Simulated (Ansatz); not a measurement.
A Li vacancy in rocksalt LiCl, 63 atoms, charge −1

All numbers come from Ansatz (PAW, plane waves, no spin–orbit coupling) at the single k point (¼, ¼, ¼) without its symmetry partners. The atoms were relaxed with PBEsol in a fixed cell; other functionals are single points on those atoms unless said otherwise. The valence top and gap of the host come from its small cell on a dense mesh, with the band extrema sought between the mesh points, lined up by the mean potential, PBEsol gap 6.34 eV. The charge correction uses an assumed dielectric constant of 11.

Relaxed structure:

```
Cl Li
1.0
    10.13271    0.00000    0.00000
     0.00000   10.13271    0.00000
     0.00000    0.00000   10.13271
Cl Li
32 31
Direct
  0.24920 0.00041 0.00037
  0.24770 0.00049 0.50038
  0.24770 0.50043 0.00039
  0.24028 0.50018 0.50043
  0.75117 0.00054 0.00031
  0.75264 0.00053 0.50035
  0.75265 0.50056 0.00034
  0.75992 0.50070 0.50023
  0.00016 0.24959 0.00030
  0.00018 0.24801 0.50027
  0.00007 0.75149 0.00021
  0.00017 0.75291 0.50020
  0.50011 0.24806 0.00043
  0.50034 0.24068 0.50049
  0.50000 0.75295 0.00035
  0.50009 0.76032 0.50040
  0.00018 0.00069 0.24941
  0.00018 0.00037 0.75130
  0.00018 0.50072 0.24779
  0.00014 0.50034 0.75274
  0.50019 0.00049 0.24800
  0.50018 0.00057 0.75294
  0.50010 0.50057 0.24062
  0.50026 0.50058 0.76023
  0.24959 0.24977 0.24963
  0.24961 0.24968 0.75101
  0.24948 0.75119 0.24989
  0.24937 0.75104 0.75111
  0.75094 0.24998 0.24966
  0.75099 0.24990 0.75098
  0.75086 0.75131 0.24955
  0.75075 0.75126 0.75089
  0.00037 0.00068 0.00046
  0.00014 0.00044 0.50043
  0.00025 0.50068 0.00020
  0.00009 0.50045 0.50015
  0.50025 0.00057 0.00056
  0.50033 0.00051 0.50067
  0.50020 0.50063 0.00044
  0.25165 0.25195 0.00038
  0.25615 0.25555 0.50021
  0.25138 0.74882 0.00064
  0.25580 0.74414 0.50077
  0.74848 0.25224 0.00039
  0.74473 0.25663 0.50039
  0.74830 0.74897 0.00016
  0.74433 0.74513 0.50021
  0.25177 0.00042 0.25199
  0.25177 0.00030 0.74878
  0.25583 0.50051 0.25632
  0.25613 0.50004 0.74470
  0.74871 0.00084 0.25186
  0.74871 0.00077 0.74889
  0.74423 0.50089 0.25602
  0.74455 0.50073 0.74439
  0.00037 0.25273 0.25178
  0.00050 0.25181 0.74876
  0.00016 0.74952 0.25169
  0.99996 0.74866 0.74857
  0.50029 0.25648 0.25648
  0.50049 0.25643 0.74481
  0.50015 0.74500 0.25621
  0.49997 0.74492 0.74459
```

Chemical potentials μ are those of reference phases of the elements at zero temperature by the same functional (the usual solids, diamond for C, grey Sn, and the molecules H2, N2, O2, F2, Cl2, Br2 and S8).

```csv
functional,E(defect) − E(host) − Σ nμ + q·E_VBM (eV),monopole (eV),alignment (eV),formation energy at E_F = VBM (eV),moment (μB),"wall time, shared host"
PBEsol,4.82,0.18,0.10,5.10,0 (no spin),2.5 s on NVIDIA GB200 (relaxation)
```

Problem. How does the monopole term follow by hand for this cubic cell?

Solution. q²·α·e²/(4πε₀)/(2εL) with the Madelung constant α = 2.837 and e²/4πε₀ = 14.40 eV·Å: 1 × 2.837 × 14.40 / (2 × 11 × 10.133) = 0.18 eV.

All elements are taken at their own reference at once; growth conditions in equilibrium with the host shift these energies, by up to the host's formation enthalpy.

One k point and a cell of this size can leave errors of several tenths of an eV in such numbers.
